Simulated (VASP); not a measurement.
# Ge (Imma) in VASP: further runs

Runs on Ge. Level: PBE. Tasks: single point.

Program: VASP 6.6.1. These are calculated values, not measurements. Logs are shortened: lines on timing, memory, paths and dates and some standing lists are left out, and cuts for length are marked.

## 1. The crystal as given

Symmetry: Imma, No. 74, orthorhombic system. The conventional cell has a = 4.992 Å, b = 5.302 Å, c = 2.874 Å, α = 90.00°, β = 90.00°, γ = 90.00°. Ge (site symmetry mm2) is surrounded by 6 Ge at 2.68 to 2.87 Å.

This isn't the form of Ge at room conditions, which is diamond.

## 2. Single point, PBE

File INCAR:

```
PREC = Accurate ; ENCUT = 500
EDIFF = 1E-6 ; ISMEAR = 0
SIGMA = 0.02 ; LREAL = F
LASPH = T ; NELM = 60
ALGO = Normal ; ISIF = 2
LWAVE = F ; LCHARG = F
GGA = PE ; NBANDS = 21
```

File KPOINTS:

```
regular mesh
0
Gamma
  4 4 4
```

File POSCAR:

```
Ge
1.0
   -2.4958980000      2.6508630000      1.4369470000
    2.4958980000     -2.6508630000      1.4369470000
    2.4958980000      2.6508630000     -1.4369470000
Ge
2
Direct
    0.3140570000      0.0640570000      0.2500000000
    0.6859430000      0.9359430000      0.7500000000
```

Potentials or basis: VASP PAW PBE potentials, release 64 (Ge_d_GW).

On the command line:

```
cat potpaw_PBE.64/Ge_d_GW/POTCAR > POTCAR
mpirun -np 1 vasp_std > vasp.out
```

OUTCAR:

```text
PREC = Accurate
   ENCUT = 500
   EDIFF = 1E-6
   ISMEAR = 0
   LREAL = F
   LASPH = T
   NELM = 60
   ISIF = 2
   GGA = PE

 ion  position               nearest neighbor table
   1  0.314  0.064  0.250-   2 2.68   2 2.68   2 2.72   2 2.72   2 3.08   2 3.08
   2  0.686  0.936  0.750-   1 2.68   1 2.68   1 2.72   1 2.72   1 3.08   1 3.08

  LATTYP: Found a body centered orthorhombic cell.
 ALAT       =     2.8738940000
 B/A-ratio  =     1.7369450648
 C/A-ratio  =     1.8447882907

  Lattice vectors:

 A1 = (   2.4958980000,  -2.6508630000,   1.4369470000)
 A2 = (  -2.4958980000,  -2.6508630000,  -1.4369470000)
 A3 = (   2.4958980000,   2.6508630000,  -1.4369470000)

Analysis of symmetry for initial positions (statically):
=====================================================================
 Subroutine PRICEL returns:
 Original cell was already a primitive cell.

 Routine SETGRP: Setting up the symmetry group for a
 body centered orthorhombic supercell.

 Subroutine GETGRP returns: Found  8 space group operations
 (whereof  4 operations were pure point group operations)
 out of a pool of  8 trial point group operations.

The static configuration has the point symmetry C_2h.
 The point group associated with its full space group is D_2h.

Analysis of symmetry for dynamics (positions and initial velocities):
=====================================================================
 Subroutine PRICEL returns:
 Original cell was already a primitive cell.

 Routine SETGRP: Setting up the symmetry group for a
 body centered orthorhombic supercell.

 Subroutine GETGRP returns: Found  8 space group operations
 (whereof  4 operations were pure point group operations)
 out of a pool of  8 trial point group operations.

The dynamic configuration has the point symmetry C_2h.
 The point group associated with its full space group is D_2h.

 Subroutine INISYM returns: Found  8 space group operations
 (whereof  4 operations are pure point group operations),
 and found     1 'primitive' translations

----------------------------------------------------------------------------------------

                                     Primitive cell

  volume of cell :      38.0290

  direct lattice vectors                    reciprocal lattice vectors
    -2.495898000  2.650863000  1.436947000     0.000000000  0.188617820  0.347959946
     2.495898000 -2.650863000  1.436947000     0.200328699  0.000000000  0.347959946
     2.495898000  2.650863000 -1.436947000     0.200328699  0.188617820  0.000000000

  length of vectors
     3.914255760  3.914255760  3.914255760     0.395793893  0.401506801  0.275151358

  position of ions in fractional coordinates (direct lattice)
     0.314057000  0.064057000  0.250000000
     0.685943000  0.935943000  0.750000000

  ion indices of the primitive-cell ions
   primitive index   ion index
                 1           1
                 2           2

----------------------------------------------------------------------------------------

 KPOINTS: regular mesh

Automatic generation of k-mesh.
 Grid dimensions read from file:
 generate k-points for:    4    4    4

 Generating k-lattice:

  Cartesian coordinates                     Fractional coordinates (reciprocal lattice)
     0.000000000  0.047154455  0.086989986     0.250000000  0.000000000  0.000000000
     0.050082175  0.000000000  0.086989986     0.000000000  0.250000000  0.000000000
     0.050082175  0.047154455  0.000000000     0.000000000  0.000000000  0.250000000

  Length of vectors
     0.098948473  0.100376700  0.068787839

  Shift w.r.t. Gamma in fractional coordinates (k-lattice)
     0.000000000  0.000000000  0.000000000

 Subroutine IBZKPT returns following result:
 ===========================================

 Found     18 irreducible k-points:

 Following reciprocal coordinates:
            Coordinates               Weight
  0.000000  0.000000  0.000000      1.000000
  0.250000  0.000000 -0.000000      4.000000
  0.500000  0.000000 -0.000000      2.000000
  0.000000  0.250000 -0.000000      4.000000
  0.250000  0.250000 -0.000000      8.000000
  0.500000  0.250000 -0.000000      8.000000
[... 10 lines left out ...]
 -0.250000 -0.250000  0.250000      2.000000
  0.500000  0.500000  0.500000      1.000000
   k-points           NKPTS =     18   k-points in BZ     NKDIM =     18   number of bands    NBANDS=     21
   number of dos      NEDOS =    301   number of ions     NIONS =      2
   total plane-waves  NPLWV =  27000
   dimension x,y,z NGX =    30 NGY =   30 NGZ =   30
   dimension x,y,z NGXF=    60 NGYF=   60 NGZF=   60
   ions per type =               2
   NGX,Y,Z   is equivalent  to a cutoff of  12.74, 12.74, 12.74 a.u.
   NGXF,Y,Z  is equivalent  to a cutoff of  25.48, 25.48, 25.48 a.u.
 SYSTEM =  unknown system
   PREC   = accura    normal or accurate (medium, high low for compatibility)
   ISTART =      0    job   : 0-new  1-cont  2-samecut
   ICHARG =      2    charge: 1-file 2-atom 10-const
   ISPIN  =      1    spin polarized calculation?
   LNONCOLLINEAR =      F non collinear calculations
   LSORBIT =      F    spin-orbit coupling
   LASPH  =      T    aspherical Exc in radial PAW
   ENCUT  =  500.0 eV  36.75 Ry    6.06 a.u.   7.14  7.14  7.14*2*pi/ulx,y,z
   NELM   =     60;   NELMIN=  2; NELMDL= -5     # of ELM steps
   EDIFF  = 0.1E-05   stopping-criterion for ELM
   LREAL  =      F    real-space projection
   EDIFFG = 0.1E-04   stopping-criterion for IOM
   NSW    =      0    number of steps for IOM
   IBRION =     -1    ionic relax: 0-MD 1-quasi-New 2-CG
   NFREE  =      0    steps in history (QN), initial steepest desc. (CG)
   ISIF   =      2    stress and relaxation
   ISYM   =      2    0-nonsym 1-usesym 2-fastsym
   POTIM  = 0.5000    time-step for ionic-motion
   TEBEG  =    0.0;   TEEND  =   0.0 temperature during run
   PSTRESS=    0.0 pullay stress
   NELECT =      28.0000    total number of electrons
   NUPDOWN=      -1.0000    fix difference up-down
   EMIN   =  10.00;   EMAX   =-10.00  energy-range for DOS
   EFERMI =   0.00;   METHOD = LEGACY
   ISMEAR =     0;   SIGMA  =   0.02  broadening in eV -4-tet -1-fermi 0-gaus
   EFERMI_NEDOS =   21; number of points for ismear=-14 and -15
   IALGO  =     38    algorithm
   IMIX   =      4    mixing-type and parameters
     AMIX     =   0.40;   BMIX     =  1.00
     AMIX_MAG =   1.60;   BMIX_MAG =  1.00
  volume/ion in A,a.u.               =      19.01       128.32
  Fermi-wavevector in a.u.,A,eV,Ry     =   1.478277  2.793539 29.732860  2.185304
  Thomas-Fermi vector in A             =   2.592578
   LORBIT       =      0    0 simple, 1 ext, 2 COOP (PROOUT), +10 PAW based schemes
   GGA     = PE    functional components
   LHFCALC =     F    Hartree Fock is set to
   AEXX    =    0.0000 exact exchange contribution
   IVDW    =     0    specifies the selected vdW correction
   LEPSILON=     F    determine dielectric tensor
   LRPA    =     F    only Hartree local field effects (RPA)
 non-spin polarized calculation
 Gauss-broadening in eV      SIGMA  =   0.02
  energy-cutoff  :      500.00
  volume of cell :       38.03
 maximum number of plane-waves:       984
 NGX is ok and might be reduce to    30
   NGX = 15   NGY = 15   NGZ = 15

 number of electron      28.0000014 magnetization

 Free energy of the ion-electron system (eV)
  ---------------------------------------------------
  ext. energy  EPLUGINS =         0.00000000
  ---------------------------------------------------
  free energy    TOTEN  =        -8.44437432 eV

  energy without entropy =       -8.44437432  energy(sigma->0) =       -8.44437432

 E-fermi :   4.2354     XC(G=0): -11.2337

 val. band max:        4.0811817917   @ k =   0.5000   0.2500  -0.0000
 cond. band min:       4.3564006245   @ k =   0.2500   0.2500  -0.0000
 fundamental gap:      0.2752188327
 Fermi energy:         4.2354453341

 k-point     1 :       0.0000    0.0000    0.0000
  band No.  band energies     occupation
      1     -20.7736      2.00000
      2     -20.6879      2.00000
      3     -20.6769      2.00000
      4     -20.6738      2.00000
      5     -20.6389      2.00000
      6     -20.6143      2.00000
[... 13 lines left out ...]
     20      14.7560      0.00000
     21      16.6981      0.00000

 k-point     2 :       0.2500    0.0000   -0.0000
  band No.  band energies     occupation
      1     -20.7320      2.00000
      2     -20.6617      2.00000
      3     -20.6465      2.00000
      4     -20.6400      2.00000
      5     -20.6140      2.00000
      6     -20.6127      2.00000
[... 13 lines left out ...]
     20      12.2855      0.00000
     21      16.5522      0.00000

 k-point     3 :       0.5000    0.0000   -0.0000
  band No.  band energies     occupation
      1     -20.6736      2.00000
      2     -20.6465      2.00000
      3     -20.6440      2.00000
      4     -20.6371      2.00000
      5     -20.6237      2.00000
      6     -20.6131      2.00000
[... 13 lines left out ...]
     20      14.9518      0.00000
     21      16.2892      0.00000

 k-point     4 :       0.0000    0.2500   -0.0000
  band No.  band energies     occupation
      1     -20.7508      2.00000
      2     -20.6692      2.00000
      3     -20.6636      2.00000
      4     -20.6471      2.00000
      5     -20.6349      2.00000
      6     -20.5832      2.00000
[... 13 lines left out ...]
     20      13.2351      0.00000
     21      13.3562      0.00000

 k-point     5 :       0.2500    0.2500   -0.0000
  band No.  band energies     occupation
      1     -20.7204      2.00000
      2     -20.6703      2.00000
      3     -20.6635      2.00000
      4     -20.6367      2.00000
      5     -20.6132      2.00000
      6     -20.6077      2.00000
[... 13 lines left out ...]
     20      15.1716      0.00000
     21      15.6424      0.00000
[... 238 lines left out ...]
     20      15.2182      0.00000
     21      18.2089      0.00000

 k-point    16 :       0.5000   -0.2500    0.2500
  band No.  band energies     occupation
      1     -20.6880      2.00000
      2     -20.6457      2.00000
      3     -20.6416      2.00000
      4     -20.6146      2.00000
      5     -20.6116      2.00000
      6     -20.6011      2.00000
[... 13 lines left out ...]
     20      17.2168      0.00000
     21      18.3279      0.00000

 k-point    17 :      -0.2500   -0.2500    0.2500
  band No.  band energies     occupation
      1     -20.7205      2.00000
      2     -20.6659      2.00000
      3     -20.6428      2.00000
      4     -20.6419      2.00000
      5     -20.6319      2.00000
      6     -20.5941      2.00000
[... 13 lines left out ...]
     20      15.1721      0.00000
     21      19.1006      0.00000

 k-point    18 :       0.5000    0.5000    0.5000
  band No.  band energies     occupation
      1     -20.7384      2.00000
      2     -20.6658      2.00000
      3     -20.6306      2.00000
      4     -20.6304      2.00000
      5     -20.6012      2.00000
      6     -20.5977      2.00000
[... 13 lines left out ...]
     20      20.3712      0.00000
     21      20.6607      0.00000

------------------------ aborting loop because EDIFF is reached ----------------------------------------

  FORCE on cell =-STRESS in cart. coord.  units (eV):
  Direction    XX          YY          ZZ          XY          YZ          ZX
  --------------------------------------------------------------------------------------
  -------------------------------------------------------------------------------------
  Total        0.3699301     -0.9958793      0.3804202      0.0000000      0.0000000      0.0000000
  in kB       15.5853079    -41.9568080     16.0272599      0.0000000      0.0000000      0.0000000
  external PRESSURE =      -3.4480801 kB  Pullay stress =       0.0000000 kB

 VOLUME and BASIS-vectors are now :
 -----------------------------------------------------------------------------
  energy-cutoff  :      500.00
  volume of cell :       38.03
      direct lattice vectors                 reciprocal lattice vectors
    -2.495898000  2.650863000  1.436947000     0.000000000  0.188617820  0.347959946
     2.495898000 -2.650863000  1.436947000     0.200328699  0.000000000  0.347959946
     2.495898000  2.650863000 -1.436947000     0.200328699  0.188617820  0.000000000

 POSITION                                       TOTAL-FORCE (eV/Angst)
 -----------------------------------------------------------------------------------
      0.00000      1.32543      0.18409         0.000000     -0.000000      0.244692
      2.49590      1.32543      1.25285        -0.000000      0.000000     -0.244692
 -----------------------------------------------------------------------------------
    total drift:                               -0.000000     -0.000000      0.000000

  FREE ENERGIE OF THE ION-ELECTRON SYSTEM (eV)
  ---------------------------------------------------
  free  energy   TOTEN  =        -8.4443743195 eV

  energy  without entropy=       -8.4443743195  energy(sigma->0) =       -8.44437432
```

It took 9.4 s on 1 thread of Intel Xeon 6975P-C (Granite Rapids), shared host; peak memory 0.16 GiB.

Results:

| Item | Value |
| --- | --- |
| Free energy | -8.4444 eV |
| Pressure | -0.3 GPa |
| Largest force | 0.245 eV/Å |
| Band gap on the k mesh | none (metal or under the smearing width) |

Forces in eV/Å, atoms in the order of the input:
```
Ge   0.000  0.000  0.245
Ge   0.000  0.000 -0.245
```

Stress tensor (GPa, compression positive):
```
 1.56  0.00  0.00
 0.00 -4.20  0.00
 0.00  0.00  1.60
```

Caveat: the k mesh is coarse (spacing up to 0.63 Å⁻¹), so the values aren't converged.

## 3. Single point, PBE

File INCAR:

```
SYSTEM = Ge
ALGO = Fast
EDIFF = 1E-7
ENCUT = 500
GGA = PE
ISIF = 2
ISMEAR = 0
LASPH = .TRUE.
LCHARG = .FALSE.
LREAL = .FALSE.
LWAVE = .FALSE.
NBANDS = 11
NELM = 80
PREC = Accurate
SIGMA = 0.05
```

File KPOINTS:

```
k-points
0
G
  11 11 11
  0 0 0
```

POSCAR is that of step 2.

Potentials or basis: VASP PAW PBE potentials, release 64 (Ge).

On the command line:

```
cat potpaw_PBE.64/Ge/POTCAR > POTCAR
mpirun -np 1 vasp_std > vasp.out
```

Wall time 91 s (1 thread of Intel Xeon Platinum 8488C (Sapphire Rapids), shared host); peak memory 0.21 GiB.

It converged, with:

```yaml
Free_energy: -8.5356 eV
Pressure: 1.6 GPa
Largest_force: 0.057 eV/Å
Band_gap_on_the_k_mesh: none (metal or under the smearing width)
```

Forces in eV/Å, atoms in the order of the input:
```
Ge   0.000  0.000  0.057
Ge   0.000  0.000 -0.057
```

Stress tensor (GPa, compression positive):
```
2.97 0.00 0.00
0.00 0.61 0.00
0.00 0.00 1.33
```

Levels at points of the mesh, in eV from the Fermi level:
```
           k point  band 1  band 2  band 3  band 4  band 5  band 6  band 7  band 8
(0.00, 0.00, 0.00)  -13.12   -3.83   -2.37   -1.93    3.42    6.94    7.16    7.88
```

(Part 1 of 2 ends here.)
